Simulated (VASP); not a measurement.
# TaS2 (P-3m1) in VASP: notebook, part 3 of 4

VASP 6.6.1.

**4. Single point, r2SCAN+U, collinear spin, ferromagnetic start**

INCAR reads:

```
PREC = Accurate ; ENCUT = 520
EDIFF = 1E-7 ; ISMEAR = 0
SIGMA = 0.05 ; LREAL = F
LASPH = T ; NELM = 60
ALGO = Normal ; ISIF = 2
LWAVE = F ; LCHARG = T
ISPIN = 2 ; MAGMOM = 0.5 0 0
LORBIT = 11 ; LMAXMIX = 4
LDAU = T ; LDAUTYPE = 2
LDAUL = 2 -1 ; LDAUU = 8 0
LDAUJ = 0 0 ; LDAUPRINT = 1
METAGGA = R2SCAN ; LMIXTAU = T
LELF = T ; LVHAR = T
```

KPOINTS reads:

```
Automatic mesh
0
Gamma
  7 7 3
```

POSCAR reads:

```
TaS2
1.0
    3.3500014000      0.0000000000      0.0000000000
   -1.6750007000      2.9011863100      0.0000000000
    0.0000000000      0.0000000000      5.8599987400
Ta S
1 2
Direct
    0.0000000000      0.0000000000      0.0000000000
    0.3333333333      0.6666666667      0.2500000000
    0.6666666667      0.3333333333      0.7500000000
```

Potentials or basis: VASP PAW PBE potentials, release 64 (Ta_pv, S).

On the command line:

```
> cat potpaw_PBE.64/Ta_pv/POTCAR potpaw_PBE.64/S/POTCAR > POTCAR
> mpirun -np 1 vasp_std > vasp.out
```

OUTCAR:

```text
PREC = Accurate
   ENCUT = 520
   EDIFF = 1E-7
   ISMEAR = 0
   LREAL = F
   LASPH = T
   NELM = 60
   ISIF = 2
   ISPIN = 2
   LORBIT = 11
   METAGGA = R2SCAN

 ion  position               nearest neighbor table
   1  0.000  0.000  0.000-   2 2.43   3 2.43   3 2.43   2 2.43   3 2.43   2 2.43
   2  0.333  0.667  0.250-   1 2.43   1 2.43   1 2.43
   3  0.667  0.333  0.750-   1 2.43   1 2.43   1 2.43

  LATTYP: Found a hexagonal cell.
 ALAT       =     3.3500014000
 C/A-ratio  =     1.7492526242

  Lattice vectors:

 A1 = (   3.3500014000,   0.0000000000,   0.0000000000)
 A2 = (  -1.6750007000,   2.9011863100,   0.0000000000)
 A3 = (   0.0000000000,   0.0000000000,   5.8599987400)

Analysis of symmetry for initial positions (statically):
=====================================================================
 Subroutine PRICEL returns:
 Original cell was already a primitive cell.

 Routine SETGRP: Setting up the symmetry group for a
 hexagonal supercell.

 Subroutine GETGRP returns: Found 12 space group operations
 (whereof 12 operations were pure point group operations)
 out of a pool of 24 trial point group operations.

The static configuration has the point symmetry D_3d.

Analysis of symmetry for dynamics (positions and initial velocities):
=====================================================================
 Subroutine PRICEL returns:
 Original cell was already a primitive cell.

 Routine SETGRP: Setting up the symmetry group for a
 hexagonal supercell.

 Subroutine GETGRP returns: Found 12 space group operations
 (whereof 12 operations were pure point group operations)
 out of a pool of 24 trial point group operations.

The dynamic configuration has the point symmetry D_3d.

Analysis of structural, dynamic, and magnetic symmetry:
=====================================================================
 Subroutine PRICEL returns:
 Original cell was already a primitive cell.

 Routine SETGRP: Setting up the symmetry group for a
 hexagonal supercell.

 Subroutine GETGRP returns: Found 12 space group operations
 (whereof 12 operations were pure point group operations)
 out of a pool of 24 trial point group operations.

The overall configuration has the point symmetry D_3d.

 Subroutine INISYM returns: Found 12 space group operations
 (whereof 12 operations are pure point group operations),
 and found     1 'primitive' translations

----------------------------------------------------------------------------------------

                                     Primitive cell

  volume of cell :      56.9532

  direct lattice vectors                    reciprocal lattice vectors
     3.350001400  0.000000000  0.000000000     0.298507338  0.172343292  0.000000000
    -1.675000700  2.901186310  0.000000000     0.000000000  0.344686584  0.000000000
     0.000000000  0.000000000  5.859998740     0.000000000  0.000000000  0.170648501

  length of vectors
     3.350001400  3.350001396  5.859998740     0.344686584  0.344686584  0.170648501

  position of ions in fractional coordinates (direct lattice)
     0.000000000  0.000000000  0.000000000
     0.333333333  0.666666667  0.250000000
     0.666666667  0.333333333  0.750000000

  ion indices of the primitive-cell ions
[... 153 lines left out ...]
  o =  0.2486  v =  0.0000  0.0000  0.0000  0.0000  0.0000 -0.0000  0.8227  0.0000  0.0000 -0.5684      0.0000  0.0000  0.0000  0.0000  0.0000  0.0000  0.0000  0.0000  0.0000  0.0000
  o =  0.2486  v =  0.0000  0.0000  0.0000  0.0000  0.0000 -0.5684 -0.0000 -0.0000  0.8227  0.0000      0.0000  0.0000  0.0000  0.0000  0.0000  0.0000  0.0000  0.0000  0.0000  0.0000
  o =  0.3220  v = -0.0000  0.9828 -0.0000 -0.0000  0.1847  0.0000  0.0000  0.0000  0.0000  0.0000      0.0000  0.0000  0.0000  0.0000  0.0000  0.0000  0.0000  0.0000  0.0000  0.0000
  o =  0.3220  v = -0.1847 -0.0000  0.0000 -0.9828 -0.0000  0.0000  0.0000  0.0000  0.0000  0.0000      0.0000  0.0000  0.0000  0.0000  0.0000  0.0000  0.0000  0.0000  0.0000  0.0000

 number of electron      22.9999999 magnetization       0.7564169

 Free energy of the ion-electron system (eV)
  ---------------------------------------------------
  ext. energy  EPLUGINS =         0.00000000
  ---------------------------------------------------
  free energy    TOTEN  =       -61.30668344 eV

  energy without entropy =      -61.30572147  energy(sigma->0) =      -61.30620246

 E-fermi :   6.3754     XC(G=0): -11.1656

 val. band max:        6.3506600590   @ k =   0.1429   0.1429   0.3333
 cond. band min:       6.4986012514   @ k =   0.0000   0.2857   0.3333
 fundamental gap:      0.1479411924
 Fermi energy:         6.3754273194

 spin component 1

 k-point     1 :       0.0000    0.0000    0.0000
  band No.  band energies     occupation
      1     -32.3926      1.00000
      2     -32.3377      1.00000
      3     -32.3377      1.00000
      4     -10.2709      1.00000
      5      -7.9798      1.00000
      6      -1.5729      1.00000
      7       1.5325      1.00000
      8       1.5325      1.00000
      9       4.2673      1.00000
     10       4.8544      1.00000
     11       4.8544      1.00000
     12       5.7136      1.00000
[... 330 lines left out ...]
      1     -32.5727      1.00000
      2     -32.4968      1.00000
      3     -32.3308      1.00000
      4      -7.9504      1.00000
      5      -7.8136      1.00000
      6      -0.7321      1.00000
      7      -0.2102      1.00000
      8       0.5179      1.00000
      9       1.5375      1.00000
     10       2.0220      1.00000
     11       2.3516      1.00000
     12       7.0656      0.00000
     13       7.2891      0.00000
     14       8.6309      0.00000
     15      10.3048      0.00000
 Fermi energy:         6.3754273194

 spin component 2

 k-point     1 :       0.0000    0.0000    0.0000
  band No.  band energies     occupation
      1     -31.9139      1.00000
      2     -31.9139      1.00000
      3     -31.8921      1.00000
      4     -10.1919      1.00000
      5      -8.0019      1.00000
      6      -1.2850      1.00000
      7       1.6882      1.00000
      8       1.6882      1.00000
      9       4.2782      1.00000
     10       4.8119      1.00000
     11       4.8119      1.00000
     12       7.6848      0.00000
[... 331 lines left out ...]
      2     -32.0689      1.00000
      3     -31.8299      1.00000
      4      -7.9521      1.00000
      5      -7.8200      1.00000
      6      -0.4129      1.00000
      7       0.1380      1.00000
      8       0.7868      1.00000
      9       1.6994      1.00000
     10       2.1657      1.00000
     11       2.4506      1.00000
     12       8.3297      0.00000
     13       8.4919      0.00000
     14      10.1033      0.00000
     15      10.5968      0.00000

------------------------ aborting loop because EDIFF is reached ----------------------------------------

  FORCE on cell =-STRESS in cart. coord.  units (eV):
  Direction    XX          YY          ZZ          XY          YZ          ZX
  --------------------------------------------------------------------------------------
  -------------------------------------------------------------------------------------
  Total        7.1181012      7.1181011      5.9741063     -0.0000000     -0.0000000      0.0000000
  in kB      200.2426608    200.2426601    168.0604019     -0.0000000     -0.0000000      0.0000000
  external PRESSURE =     189.5152410 kB  Pullay stress =       0.0000000 kB

 VOLUME and BASIS-vectors are now :
 -----------------------------------------------------------------------------
  energy-cutoff  :      520.00
  volume of cell :       56.95
      direct lattice vectors                 reciprocal lattice vectors
     3.350001400  0.000000000  0.000000000     0.298507338  0.172343292  0.000000000
    -1.675000700  2.901186310  0.000000000     0.000000000  0.344686584  0.000000000
     0.000000000  0.000000000  5.859998740     0.000000000  0.000000000  0.170648501

 POSITION                                       TOTAL-FORCE (eV/Angst)
 -----------------------------------------------------------------------------------
      0.00000      0.00000      0.00000         0.000000      0.000000     -0.000000
     -0.00000      1.93412      1.46500        -0.000000     -0.000000      1.763201
      1.67500      0.96706      4.39500         0.000000      0.000000     -1.763201
 -----------------------------------------------------------------------------------
    total drift:                               -0.000000     -0.000000     -0.000000

  FREE ENERGIE OF THE ION-ELECTRON SYSTEM (eV)
  ---------------------------------------------------
  free  energy   TOTEN  =       -61.3066834421 eV

  energy  without entropy=      -61.3057214683  energy(sigma->0) =      -61.30620246

 total charge

# of ion       s       p       d       tot
------------------------------------------
    1        0.364   6.275   2.014   8.653
    2        1.342   2.489   0.000   3.831
    3        1.342   2.489   0.000   3.831
--------------------------------------------------
tot          3.048  11.254   2.014  16.316

 magnetization (x)

# of ion       s       p       d       tot
------------------------------------------
    1        0.011   0.007   0.540   0.559
    2       -0.000  -0.028   0.000  -0.028
    3       -0.000  -0.028   0.000  -0.028
--------------------------------------------------
tot          0.011  -0.048   0.540   0.503
```

OSZICAR:

```text
N       E                     dE             d eps       ncg     rms          rms(c)
DAV:   1     0.113726135992E+03    0.11373E+03   -0.12057E+04  1200   0.142E+03
DAV:   2    -0.618225865514E+02   -0.17555E+03   -0.17340E+03  1515   0.331E+02
DAV:   3    -0.687687848046E+02   -0.69462E+01   -0.68843E+01  1669   0.637E+01
[... 16 lines left out ...]
DAV:  20    -0.613066791965E+02   -0.17480E-04   -0.18868E-04  1557   0.470E-02    0.972E-03
DAV:  21    -0.613066818226E+02   -0.26261E-05   -0.38244E-05  1618   0.251E-02    0.637E-03
DAV:  22    -0.613066826631E+02   -0.84052E-06   -0.15676E-05  1557   0.150E-02    0.351E-03
DAV:  23    -0.613066832259E+02   -0.56275E-06   -0.88888E-07  1543   0.609E-03    0.175E-03
DAV:  24    -0.613066834589E+02   -0.23305E-06   -0.53089E-07  1431   0.605E-03    0.561E-04
DAV:  25    -0.613066834421E+02    0.16848E-07   -0.41754E-08   789   0.151E-03
   1 F= -.61306683E+02 E0= -.61306202E+02  d E =-.961974E-03  mag=     0.7564
```

Wall time 3.6 min (1 thread of Intel Xeon Platinum 8259CL at 2.50GHz (Skylake/Cascade Lake), shared host); peak memory 0.25 GiB.

Results:

```yaml
Free_energy: -61.3067 eV
Pressure: 19.0 GPa
Largest_force: 1.763 eV/Å
Band_gap_on_the_k_mesh: none (metal or under the smearing width)
Net_moment: 0.76 μB per cell
Site_moments: Ta +0.56; S -0.03 μB
Valence_electrons_inside_the_program's_atomic_spheres: Ta 8.65; S 3.83
```

Forces on the atoms (eV/Å):
```
Ta   0.000  0.000  0.000
S    0.000  0.000  1.763
S    0.000  0.000 -1.763
```

Stress tensor (GPa, compression positive):
```
20.02  0.00  0.00
 0.00 20.02  0.00
 0.00  0.00 16.81
```

Levels at points of the mesh, in eV from the Fermi level:
Spin up:
| k point | band 8 | band 9 | band 10 | band 11 | band 12 | band 13 | band 14 | band 15 |
| --- | --- | --- | --- | --- | --- | --- | --- | --- |
| (0.00, 0.00, 0.00) | -4.84 | -2.11 | -1.52 | -1.52 | -0.66 | -0.66 | 0.16 | 4.02 |
Spin down:
```
           k point  band 9  band 10  band 11  band 12  band 13  band 14
(0.00, 0.00, 0.00)   -2.10    -1.56    -1.56     1.31     1.31     1.33
```

Eigenvalues of the final occupation matrices:
```csv
site,spin,trace,eigenvalues
site 1 d,1,1.30,0.21 0.22 0.22 0.32 0.32
site 1 d,2,0.75,0.08 0.09 0.09 0.25 0.25
```

Caveat: the PAW data sets were made with another functional, which shifts forces and pressure a little. The state reached can hang on the start; a lower one may exist.

[end of part 3 of 4]
